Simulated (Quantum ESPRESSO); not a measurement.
# black phosphorene, 1 layer, stepped through biaxial strain, part 2 of 6

Wanted: a table for black phosphorene, 1 layer against biaxial strain, and what can be fitted to it.

Quantum ESPRESSO 7.5; plane-wave DFT, PBE, GBRV ultrasoft pseudopotentials.

So far. Step 2 (Relaxing cell and ions of the reference):  The last row is no step: it is a fresh SCF in the final cell with a new plane-wave basis, -0 meV from the row before.

### 3. Relaxing the ions, -4 %

m0.relax.in reads:

```
&control
  prefix = 'm0.relax'
  outdir = './out'
  pseudo_dir = './pseudo'
  nstep = 40
  forc_conv_thr = 0.0003
  calculation = 'relax'
  tstress = .true.
/
&system
  ibrav = 0
  nat = 4
  ntyp = 1
  ecutwfc = 50
  ecutrho = 250
  occupations = 'smearing'
  smearing = 'fd'
  degauss = 0.002
/
&electrons
  conv_thr = 1e-09
  mixing_beta = 0.4
  electron_maxstep = 120
  mixing_mode = 'plain'
/
&ions
/
ATOMIC_SPECIES
  P   30.9738  p_pbe_v1.5.uspp.F.UPF
CELL_PARAMETERS angstrom
  4.43580122496000 0.00000000000000 0.00000000000000
  0.00000000000000 3.16937588448000 0.00000000000000
  0.00000000000000 0.00000000000000 17.24000000000000
ATOMIC_POSITIONS crystal
  P   0.088876791900 0.000000000000 0.438878701600
  P   0.411439913500 0.500000000000 0.438883251500
  P   0.588560086500 0.500000000000 0.561116748500
  P   0.911123208100 0.000000000000 0.561121298400
K_POINTS automatic
  8 10 1 0 0 0
```

Started as:

```console
$ OMP_NUM_THREADS=1 mpirun -n 4 pw.x -nk 4 -in m0.relax.in > m0.relax.out
```

What it wrote:

```text
[banner, memory and clock lines left out]
Program PWSCF v.7.5 starts
[citation notice left out]

[...]
Message from routine setup:
[...]
bravais-lattice index     =            0
     lattice parameter (alat)  =       8.3824  a.u.
     unit-cell volume          =    1635.6097 (a.u.)^3
     number of atoms/cell      =            4
     number of atomic types    =            1
     number of electrons       =        20.00
     number of Kohn-Sham states=           14
     kinetic-energy cutoff     =      50.0000  Ry
     charge density cutoff     =     250.0000  Ry
     scf convergence threshold =      1.0E-09
     mixing beta               =       0.4000
     number of iterations used =            8  plain     mixing
     energy convergence thresh.=      1.0E-04
     force convergence thresh. =      3.0E-04
     Exchange-correlation=  SLA  PW   PBX  PBC
                           (   1   4   3   4   0   0   0)
     nstep                     =           40

[...]
PseudoPot. # 1 for P  read from file:
     ./pseudo/p_pbe_v1.5.uspp.F.UPF
     Pseudo is Ultrasoft + core correction, Zval =  5.0
     Generated by new atomic code, or converted to UPF format
     Using radial grid of  903 points,  6 beta functions with:
                l(1) =   0
                l(2) =   0
                l(3) =   1
                l(4) =   1
                l(5) =   2
                l(6) =   2
     Q(r) pseudized with  8 coefficients,  rinner =    1.300   1.300   1.300
                                                       1.300   1.300

     atomic species   valence    mass     pseudopotential
     P                 5.00    30.97380     P ( 1.00)

      4 Sym. Ops., with inversion, found

[...]
number of k points=    30  Fermi-Dirac smearing, width (Ry)=  0.0020
[...]
Dense  grid:   108939 G-vectors     FFT dimensions: (  45,  32, 180)

     Smooth grid:    78149 G-vectors     FFT dimensions: (  40,  27, 150)

     Initial potential from superposition of free atoms

     starting charge      19.9994, renormalised to      20.0000

     negative rho (up, down):  7.233E-05 0.000E+00
     Starting wfcs are   16 randomized atomic wfcs

     per-process dynamical memory:    83.3 Mb

     Self-consistent Calculation

     iteration #  1     ecut=    50.00 Ry     beta= 0.40
     Davidson diagonalization with overlap
     ethr =  1.00E-02,  avg # of iterations =  3.1

     Threshold (ethr) on eigenvalues was too large:
     Diagonalizing with lowered threshold

     Davidson diagonalization with overlap
     ethr =  3.54E-04,  avg # of iterations =  3.0

     negative rho (up, down):  8.681E-06 0.000E+00

     total energy              =     -62.05045017 Ry
     estimated scf accuracy    <       0.07541858 Ry

     iteration #  2     ecut=    50.00 Ry     beta= 0.40
[...]
negative rho (up, down):  5.812E-05 0.000E+00

[...]
total energy              =     -62.04737216 Ry
     estimated scf accuracy    <       0.02113196 Ry

     iteration #  3     ecut=    50.00 Ry     beta= 0.40
[...]
negative rho (up, down):  8.054E-05 0.000E+00

[...]
total energy              =     -62.04914911 Ry
     estimated scf accuracy    <       0.00086866 Ry

     iteration #  4     ecut=    50.00 Ry     beta= 0.40
[...]
negative rho (up, down):  9.641E-05 0.000E+00

[...]
total energy              =     -62.04942635 Ry
     estimated scf accuracy    <       0.00010615 Ry

     iteration #  5     ecut=    50.00 Ry     beta= 0.40
[...]
negative rho (up, down):  1.057E-04 0.000E+00

[...]
total energy              =     -62.04955585 Ry
     estimated scf accuracy    <       0.00002018 Ry

     iteration #  6     ecut=    50.00 Ry     beta= 0.40
[...]
negative rho (up, down):  1.117E-04 0.000E+00

[...]
total energy              =     -62.04956377 Ry
     estimated scf accuracy    <       0.00000727 Ry

     iteration #  7     ecut=    50.00 Ry     beta= 0.40
[...]
negative rho (up, down):  1.155E-04 0.000E+00

[...]
total energy              =     -62.04956636 Ry
     estimated scf accuracy    <       0.00000112 Ry

     iteration #  8     ecut=    50.00 Ry     beta= 0.40
[...]
negative rho (up, down):  1.178E-04 0.000E+00

[...]
total energy              =     -62.04956712 Ry
     estimated scf accuracy    <       0.00000009 Ry

     iteration #  9     ecut=    50.00 Ry     beta= 0.40
[...]
negative rho (up, down):  1.192E-04 0.000E+00

[...]
total energy              =     -62.04956721 Ry
     estimated scf accuracy    <          2.6E-09 Ry

     iteration # 10     ecut=    50.00 Ry     beta= 0.40
[...]
negative rho (up, down):  1.214E-04 0.000E+00

[...]
End of self-consistent calculation

          k = 0.0000 0.0000 0.0000 (  9835 PWs)   bands (ev):

   -16.8453 -14.3721 -10.1672  -7.3302  -6.0703  -5.6769  -4.5521  -3.1926
    -2.9965  -1.0796  -0.6934   0.6058   1.9078   2.8453

          k = 0.0000 0.1400 0.0000 (  9773 PWs)   bands (ev):

   -16.7130 -14.2364 -10.1992  -7.2252  -5.9521  -5.7358  -5.3436  -3.7750
    -3.1242  -1.0455  -0.5678   1.6810   2.0639   2.9572

[...]
the Fermi energy is    -0.8584 ev

!    total energy              =     -62.04956722 Ry
     estimated scf accuracy    <          3.0E-10 Ry
     smearing contrib. (-TS)   =      -0.00000179 Ry
     internal energy E=F+TS    =     -62.04956542 Ry

     The total energy is F=E-TS. E is the sum of the following terms:
     one-electron contribution =    -302.54407397 Ry
     hartree contribution      =     155.04091516 Ry
     xc contribution           =     -23.79004879 Ry
     ewald contribution        =     109.24364218 Ry

     convergence has been achieved in  10 iterations

     negative rho (up, down):  1.214E-04 0.000E+00

     Forces acting on atoms (cartesian axes, Ry/au):

     atom    1 type  1   force =    -0.03761505   -0.00000000   -0.00607769
     atom    2 type  1   force =     0.03728241    0.00000000   -0.00611773
     atom    3 type  1   force =    -0.03728241    0.00000000    0.00611773
     atom    4 type  1   force =     0.03761505   -0.00000000    0.00607769

     Total force =     0.075885     Total SCF correction =     0.000027

     Computing stress (Cartesian axis) and pressure

     negative rho (up, down):  1.214E-04 0.000E+00
          total   stress  (Ry/bohr**3)                   (kbar)     P=       25.77
   0.00020675   0.00000000   0.00000082           30.41        0.00        0.12
   0.00000000   0.00028907   0.00000000            0.00       42.52        0.00
   0.00000082   0.00000000   0.00002964            0.12        0.00        4.36

     BFGS Geometry Optimization
     Energy error            =      5.8E-03 Ry
     Gradient error          =      3.8E-02 Ry/Bohr

     number of scf cycles    =   1
     number of bfgs steps    =   0

     energy             new  =     -62.0495672174 Ry

     new trust radius        =       0.0381028876 bohr
     new conv_thr            =       0.0000000010 Ry

ATOMIC_POSITIONS (crystal)
P                0.0843894345       -0.0000000000        0.4386921486
P                0.4158875888        0.5000000000        0.4386954693
P                0.5841124112        0.5000000000        0.5613045307
P                0.9156105655       -0.0000000000        0.5613078514

[...]
NEW-OLD atomic charge density approx. for the potential

     negative rho (up, down):  1.273E-04 0.000E+00

     per-process dynamical memory:    89.8 Mb

[...]
!    total energy              =     -62.05372680 Ry
[...]
Total force =     0.035197     Total SCF correction =     0.000044
[...]
number of bfgs steps    =   1
[...]
energy             new  =     -62.0537267983 Ry
[...]
new trust radius        =       0.0336928984 bohr
[...]
!    total energy              =     -62.05503525 Ry
[...]
Total force =     0.008911     Total SCF correction =     0.000012
[...]
number of bfgs steps    =   2
[...]
energy             new  =     -62.0550352465 Ry
[...]
new trust radius        =       0.0070955411 bohr
[...]
!    total energy              =     -62.05511667 Ry
[...]
Total force =     0.005655     Total SCF correction =     0.000008
[...]
number of bfgs steps    =   3
[...]
energy             new  =     -62.0551166666 Ry
[...]
new trust radius        =       0.0065330936 bohr
[...]
!    total energy              =     -62.05515688 Ry
[...]
Total force =     0.002119     Total SCF correction =     0.000001
[...]
number of bfgs steps    =   4
[...]
energy             new  =     -62.0551568828 Ry
[...]
new trust radius        =       0.0020002121 bohr
[...]
Self-consistent Calculation

     iteration #  1     ecut=    50.00 Ry     beta= 0.40
     Davidson diagonalization with overlap
     ethr =  1.00E-06,  avg # of iterations =  2.0

     Threshold (ethr) on eigenvalues was too large:
     Diagonalizing with lowered threshold

     Davidson diagonalization with overlap
     ethr =  1.73E-09,  avg # of iterations =  7.2

     negative rho (up, down):  1.183E-04 0.000E+00

     total energy              =     -62.05516129 Ry
     estimated scf accuracy    <       0.00000047 Ry

[...]
iteration #  7     ecut=    50.00 Ry     beta= 0.40
[...]
negative rho (up, down):  1.183E-04 0.000E+00

[...]
End of self-consistent calculation

          k = 0.0000 0.0000 0.0000 (  9835 PWs)   bands (ev):

   -16.5459 -14.0094 -10.1319  -7.1418  -6.0880  -5.7788  -4.0937  -3.3171
    -2.4639  -1.1587  -0.6828   0.9539   2.2386   2.8146

          k = 0.0000 0.1400 0.0000 (  9773 PWs)   bands (ev):

   -16.4144 -13.8739 -10.1598  -7.0360  -5.9691  -5.8200  -4.8949  -3.2759
    -3.2356  -1.1496  -0.5561   2.0298   2.0680   3.2305

[...]
the Fermi energy is    -0.9028 ev

!    total energy              =     -62.05516135 Ry
     estimated scf accuracy    <          3.4E-12 Ry
     smearing contrib. (-TS)   =      -0.00000030 Ry
     internal energy E=F+TS    =     -62.05516105 Ry

     The total energy is F=E-TS. E is the sum of the following terms:
     one-electron contribution =    -299.51691585 Ry
     hartree contribution      =     153.59717142 Ry
     xc contribution           =     -23.70315331 Ry
     ewald contribution        =     107.56773668 Ry

     convergence has been achieved in   7 iterations

     negative rho (up, down):  1.183E-04 0.000E+00

     Forces acting on atoms (cartesian axes, Ry/au):

     atom    1 type  1   force =     0.00018444   -0.00000000   -0.00002384
     atom    2 type  1   force =    -0.00028889    0.00000000   -0.00002703
     atom    3 type  1   force =     0.00028889    0.00000000    0.00002703
     atom    4 type  1   force =    -0.00018444   -0.00000000    0.00002384

     Total force =     0.000487     Total SCF correction =     0.000004

     Computing stress (Cartesian axis) and pressure

     negative rho (up, down):  1.183E-04 0.000E+00
          total   stress  (Ry/bohr**3)                   (kbar)     P=       15.38
   0.00008374   0.00000000   0.00000025           12.32        0.00        0.04
   0.00000000   0.00022985   0.00000000            0.00       33.81        0.00
   0.00000025   0.00000000   0.00000009            0.04        0.00        0.01

     Energy error            =      4.5E-06 Ry
     Gradient error          =      2.9E-04 Ry/Bohr

     bfgs converged in   6 scf cycles and   5 bfgs steps
     (criteria: energy <  1.0E-04 Ry, force <  3.0E-04 Ry/Bohr)

     End of BFGS Geometry Optimization

     Final energy             =     -62.0551613543 Ry

     File ./out/m0.relax.bfgs deleted, as requested
Begin final coordinates

ATOMIC_POSITIONS (crystal)
P                0.0802548240        0.0000000000        0.4378803635
P                0.4198492779        0.5000000000        0.4378818225
P                0.5801507221        0.5000000000        0.5621181775
P                0.9197451760        0.0000000000        0.5621196365
End final coordinates

[...]
```

The job ended after 2.8 min (4 MPI ranks of Intel Xeon at 2.70GHz, shared host; peak memory 0.8 GiB; 11 min of CPU time).

Relaxation path:

```csv
step,energy less that of the first step (eV),largest force (eV/Å)
1,0.0000,0.9797
2,-0.0566,0.4558
3,-0.0744,0.1148
4,-0.0755,0.0735
5,-0.0761,0.0286
6,-0.0761,0.0075
```

The atoms that moved most (Å):

```csv
atom,dx,dy,dz,length
P1,-0.038,0.000,-0.017,0.042
P4,0.038,0.000,0.017,0.042
P3,-0.037,0.000,0.017,0.041
P2,0.037,0.000,-0.017,0.041
```

Final coordinates:

```cif
data_structure
_symmetry_space_group_name_H-M 'P 1'
_symmetry_Int_Tables_number 1
_cell_length_a 4.4358
_cell_length_b 3.1694
_cell_length_c 17.2400
_cell_angle_alpha 90.000
_cell_angle_beta 90.000
_cell_angle_gamma 90.000
_cell_volume 242.37
loop_
_atom_site_label
_atom_site_type_symbol
_atom_site_fract_x
_atom_site_fract_y
_atom_site_fract_z
_atom_site_occupancy
P1 P 0.08025 0.00000 0.43788 1
P2 P 0.41985 0.50000 0.43788 1
P3 P 0.58015 0.50000 0.56212 1
P4 P 0.91975 0.00000 0.56212 1
```

The relaxation lowers the energy by 19 meV an atom.

This step gave:

| Property | Result |
| --- | --- |
| free energy | -844.3035 eV |
| Fermi energy | -0.9028 eV |

### 4. SCF with pw.x, -4 %

The self-consistent run of this member.

m0.scf.in reads:

```
&control
  prefix = 'm0.scf'
  outdir = './out'
  pseudo_dir = './pseudo'
  calculation = 'scf'
  tprnfor = .true.
/
&system
  ibrav = 0
  nat = 4
  ntyp = 1
  ecutwfc = 40
  ecutrho = 200
  occupations = 'smearing'
  smearing = 'fd'
  degauss = 0.002
  nbnd = 14
/
&electrons
  conv_thr = 1e-09
  mixing_beta = 0.4
  electron_maxstep = 120
  mixing_mode = 'plain'
/
ATOMIC_SPECIES
  P   30.9738  p_pbe_v1.5.uspp.F.UPF
CELL_PARAMETERS angstrom
  4.43580122496000 0.00000000000000 0.00000000000000
  0.00000000000000 3.16937588448000 0.00000000000000
  0.00000000000000 0.00000000000000 17.24000000000000
ATOMIC_POSITIONS crystal
  P   0.080254824000 0.000000000000 0.437880363500
  P   0.419849277900 0.500000000000 0.437881822500
  P   0.580150722100 0.500000000000 0.562118177500
  P   0.919745176000 0.000000000000 0.562119636500
K_POINTS automatic
  8 10 1 0 0 0
```

Started as:

```console
$ OMP_NUM_THREADS=1 mpirun -n 4 pw.x -nk 4 -in m0.scf.in > m0.scf.out
```

What it wrote:

```text
[banner, memory and clock lines left out]
Program PWSCF v.7.5 starts
[citation notice left out]

[...]
Message from routine setup:
[...]
bravais-lattice index     =            0
     lattice parameter (alat)  =       8.3824  a.u.
     unit-cell volume          =    1635.6097 (a.u.)^3
     number of atoms/cell      =            4
     number of atomic types    =            1
     number of electrons       =        20.00
     number of Kohn-Sham states=           14
     kinetic-energy cutoff     =      40.0000  Ry
     charge density cutoff     =     200.0000  Ry
     scf convergence threshold =      1.0E-09
     mixing beta               =       0.4000
     number of iterations used =            8  plain     mixing
     Exchange-correlation=  SLA  PW   PBX  PBC
                           (   1   4   3   4   0   0   0)

[...]
PseudoPot. # 1 for P  read from file:
     ./pseudo/p_pbe_v1.5.uspp.F.UPF
     Pseudo is Ultrasoft + core correction, Zval =  5.0
     Generated by new atomic code, or converted to UPF format
     Using radial grid of  903 points,  6 beta functions with:
                l(1) =   0
                l(2) =   0
                l(3) =   1
                l(4) =   1
                l(5) =   2
                l(6) =   2
     Q(r) pseudized with  8 coefficients,  rinner =    1.300   1.300   1.300
                                                       1.300   1.300

     atomic species   valence    mass     pseudopotential
     P                 5.00    30.97380     P ( 1.00)

      4 Sym. Ops., with inversion, found

[...]
number of k points=    30  Fermi-Dirac smearing, width (Ry)=  0.0020
[...]
Dense  grid:    78149 G-vectors     FFT dimensions: (  40,  27, 150)

     Smooth grid:    55811 G-vectors     FFT dimensions: (  36,  25, 135)

     Initial potential from superposition of free atoms

     starting charge      19.9994, renormalised to      20.0000

     negative rho (up, down):  9.466E-05 0.000E+00
     Starting wfcs are   16 randomized atomic wfcs

     per-process dynamical memory:    60.1 Mb

     Self-consistent Calculation

     iteration #  1     ecut=    40.00 Ry     beta= 0.40
     Davidson diagonalization with overlap
     ethr =  1.00E-02,  avg # of iterations =  3.4

     Threshold (ethr) on eigenvalues was too large:
     Diagonalizing with lowered threshold

     Davidson diagonalization with overlap
     ethr =  3.28E-04,  avg # of iterations =  3.0

     negative rho (up, down):  1.524E-04 0.000E+00

     total energy              =     -62.05590780 Ry
     estimated scf accuracy    <       0.06958135 Ry

     iteration #  2     ecut=    40.00 Ry     beta= 0.40
[...]
negative rho (up, down):  2.157E-04 0.000E+00

[...]
total energy              =     -62.05314632 Ry
     estimated scf accuracy    <       0.01965218 Ry

     iteration #  3     ecut=    40.00 Ry     beta= 0.40
[...]
negative rho (up, down):  2.317E-04 0.000E+00

[...]
total energy              =     -62.05466324 Ry
     estimated scf accuracy    <       0.00079562 Ry

     iteration #  4     ecut=    40.00 Ry     beta= 0.40
[...]
negative rho (up, down):  2.413E-04 0.000E+00

[...]
total energy              =     -62.05494161 Ry
     estimated scf accuracy    <       0.00009242 Ry

     iteration #  5     ecut=    40.00 Ry     beta= 0.40
[...]
negative rho (up, down):  2.460E-04 0.000E+00

[...]
total energy              =     -62.05505678 Ry
     estimated scf accuracy    <       0.00002097 Ry

     iteration #  6     ecut=    40.00 Ry     beta= 0.40
[...]
negative rho (up, down):  2.496E-04 0.000E+00

[...]
total energy              =     -62.05506358 Ry
     estimated scf accuracy    <       0.00000747 Ry

     iteration #  7     ecut=    40.00 Ry     beta= 0.40
[...]
negative rho (up, down):  2.520E-04 0.000E+00

[...]
total energy              =     -62.05506608 Ry
     estimated scf accuracy    <       0.00000101 Ry

     iteration #  8     ecut=    40.00 Ry     beta= 0.40
[...]
negative rho (up, down):  2.536E-04 0.000E+00

[...]
total energy              =     -62.05506689 Ry
     estimated scf accuracy    <       0.00000010 Ry

     iteration #  9     ecut=    40.00 Ry     beta= 0.40
[...]
negative rho (up, down):  2.545E-04 0.000E+00

[...]
total energy              =     -62.05506695 Ry
     estimated scf accuracy    <          5.6E-09 Ry

     iteration # 10     ecut=    40.00 Ry     beta= 0.40
[...]
negative rho (up, down):  2.561E-04 0.000E+00

[...]
End of self-consistent calculation

          k = 0.0000 0.0000 0.0000 (  6945 PWs)   bands (ev):

   -16.5460 -14.0095 -10.1320  -7.1419  -6.0882  -5.7787  -4.0937  -3.3172
    -2.4639  -1.1587  -0.6829   0.9539   2.2386   2.8146

          k = 0.0000 0.1400 0.0000 (  7000 PWs)   bands (ev):

   -16.4145 -13.8739 -10.1598  -7.0361  -5.9692  -5.8200  -4.8950  -3.2759
    -3.2356  -1.1496  -0.5562   2.0298   2.0680   3.2306

[...]
the Fermi energy is    -0.9029 ev

!    total energy              =     -62.05506696 Ry
     estimated scf accuracy    <          5.2E-10 Ry
     smearing contrib. (-TS)   =      -0.00000030 Ry
     internal energy E=F+TS    =     -62.05506666 Ry

     The total energy is F=E-TS. E is the sum of the following terms:
     one-electron contribution =    -299.51656096 Ry
     hartree contribution      =     153.59701188 Ry
     xc contribution           =     -23.70325426 Ry
     ewald contribution        =     107.56773668 Ry

     convergence has been achieved in  10 iterations

     negative rho (up, down):  2.561E-04 0.000E+00

     Forces acting on atoms (cartesian axes, Ry/au):

     atom    1 type  1   force =     0.00016776    0.00000000   -0.00002485
     atom    2 type  1   force =    -0.00027069    0.00000000   -0.00002816
     atom    3 type  1   force =     0.00027069    0.00000000    0.00002816
     atom    4 type  1   force =    -0.00016776    0.00000000    0.00002485

     Total force =     0.000453     Total SCF correction =     0.000051
     SCF correction compared to forces is large: reduce conv_thr to get better values

[...]
```

It took 24 s on 4 MPI ranks; peak memory 0.43 GiB; 94 s of CPU time.

This step gave:

- free energy: -844.3022 eV
- Fermi energy: -0.9029 eV
- valence top, on the run's zero: -1.150 eV
- conduction bottom, on the run's zero: -0.6829 eV
- gap by band count: 0.4667 eV

(Continued in part 3 of 6.)

[Logs are printed without paths, hosts, clocks, repeated set-up lines and the standing remarks that a program may print on its own settings, such as how far it seeks lower states.]

[Hosts, paths, dates, database ids (printed as entryN), source tags and the programs' standing remarks are cut or masked in the printed files.]

[Maps of the electrostatic potential energy from Ansatz leave out the sawtooth potential of an applied field or a dipole correction, so their vacuum need not be flat; planar profiles and work functions include it.]
